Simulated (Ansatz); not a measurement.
Runs of Ansatz 0.2.0 on Ta2N. It takes space group P-3m1 (No. 164, trigonal). The conventional cell has a = 3.113 Å, b = 3.113 Å, c = 4.870 Å, α = 90.00°, β = 90.00°, γ = 120.00°. Ta (site symmetry 3m) has 3 N at 2.18 Å as nearest neighbours. Around N (site symmetry -3m) lie 6 Ta at 2.18 Å. The cell comes from a database or a generator and needn't be the stable form of this composition.

```csv
task,level,potentials or basis,spin,U,cell,k mesh,cutoff (eV),smearing,points for each segment of the path,hubbard projectors,double counting,other keys,mesh quality,gap on the mesh (eV),pressure (GPa),V0 of scaled cells (Å³/atom),B0 (GPa),largest force (eV/Å)
single point,PBE,Ansatz PAW,off,-,"atoms moved at random, drawn with an rms of 0.05 Å",10 × 10 × 6,420,fermi-dirac 0.05 eV,-,-,-,-,not flagged,none,-0.6,-,-,0.77
electron localisation function,r2SCAN,Ansatz PAW,"SOC, no magnetisation",-,as given,5 × 5 × 3,500,fermi-dirac 0.1 eV,-,-,-,hamiltonian.xc = r2scan,coarse,none,-5.3,-,-,0.43
equation of state,PBE,Ansatz PAW,off,-,as given,10 × 10 × 6,420,fermi-dirac 0.05 eV,-,-,-,-,not flagged,-,-,13.56,(b),-
band structure,BPBE,Ansatz PAW,"non-collinear, antiferromagnetic start",-,"atoms moved at random, drawn with an rms of 0.05 Å",10 × 10 × 6,420,gaussian 0.025 eV,14,-,-,-,not flagged,none,-1.7,-,-,0.85
equation of state,PBEsol+U,Ansatz PAW polarizable,off,Ta d U = 2 eV,as given,10 × 10 × 6,420,gaussian 0.1 eV,-,atomic,fll (the default),-,not flagged,-,-,13.01,306,-
single point,PBE,Ansatz PAW,off,-,as given,10 × 10 × 6,420,fermi-dirac 0.05 eV,-,-,-,-,not flagged,none,(a),-,-,0.02
```

Task: Estimate the missing entries.

Result: (a) -1.3; (b) 281.

Caveats: some runs use coarse meshes; the PAW data sets come from PBE, with cores solved anew for the run's functional, which leaves a small shift of forces and pressure (some runs); the cell was scaled at fixed shape and fractional positions, which overstates the stiffness of a crystal with free parameters, most of all of layers and chains (some runs); spin-orbit coupling is left out, which moves the levels of the heavy elements (some runs); the starting moments weren't kept (some runs).

A k mesh can miss the band edges, and rows without SOC leave out spin-orbit coupling on Ta.

A gap of «none» marks a metal or a gap under the smearing width.
